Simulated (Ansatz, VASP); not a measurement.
## NaH: VASP beside Ansatz

```
Na H
1.0
     0.00000    2.38642    2.38642
     2.38642    0.00000    2.38642
     2.38642    2.38642    0.00000
Na H
1 1
Direct
  0.00000 0.00000 0.00000
  0.50000 0.50000 0.50000
```

The cell is a database's computed one.

Alike in both runs: task relaxation of cell and atoms; functional r2SCAN; k mesh 8 × 8 × 8; occupations gaussian, width 0.02 eV; no spin polarisation.

|  | VASP | Ansatz |
| --- | --- | --- |
| version | VASP 6.6.1 | Ansatz 0.2.0 |
| potentials or method | VASP PAW PBE potentials, release 64 (Na_pv, H) | scalar-relativistic, plane waves, PAW |
| plane-wave cutoff (eV) | 600 | 500 |
| valence electrons in the cell | 8 | 10 |

Ansatz gave:

- gap on the k mesh at the Fermi level, each at its own relaxed structure (eV): 4.40
- relaxed volume (Å³/atom): 13.76
- relaxed cell length with the largest relative difference (Å): 3.389

Task: Estimate VASP's values.

Result: gap on the k mesh at the Fermi level, each at its own relaxed structure (eV): 4.44; relaxed volume (Å³/atom): 13.59; relaxed cell length with the largest relative difference (Å): 3.375.

The two sets of potentials don't hold the same shells in valence.

Caveats: the relaxation stopped at its first step, so nothing moved; the PAW data sets were made with another functional, which shifts forces and pressure a little (VASP). A k mesh can miss the band edges. r2SCAN opens gaps a little over a GGA but as a rule still falls short of measured ones.
